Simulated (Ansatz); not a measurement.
A run of Ansatz 0.2.0 is set up as follows.

input.yaml

```yaml
crystal:
  lattice:
    - [3.5230547267, 0.0, 0.0]
    - [0.0, 3.5230547267, 0.0]
    - [0.0, 0.0, 3.5230547267]
  atoms:
    - { symbol: Ni, position: [0.5, 0.5, 0.0] }
    - { symbol: Ni, position: [0.5, 0.0, 0.5] }
    - { symbol: Ni, position: [0.0, 0.5, 0.5] }
    - { symbol: Al, position: [0.0, 0.0, 0.0] }
hamiltonian:
  xc: pbe
  pseudopotentials: { kind: paw }
kpoints:
  mp_grid: { grid: [8, 8, 8] }
scf:
  occupations: { method: fermi_dirac, width: 0.05 }
output:
  forces: true
  stress: true
  eigenvalues: true
  write_density: true
  write_potential: true
  elf: true
  volumetric_format: npy
```

Potentials or basis: Ansatz PAW.

The run is started by

```console
$ ansatz run input.yaml --threads 2 --pin off --max-ram 5632MiB --backend cpu --events-out ev --progress --plain --runs-dir out
```

(1) Predict the band gap on the k mesh.

(2) Predict the pressure.

## Answers

(1) none (metal or under the smearing width).

(2) 7.1 GPa.
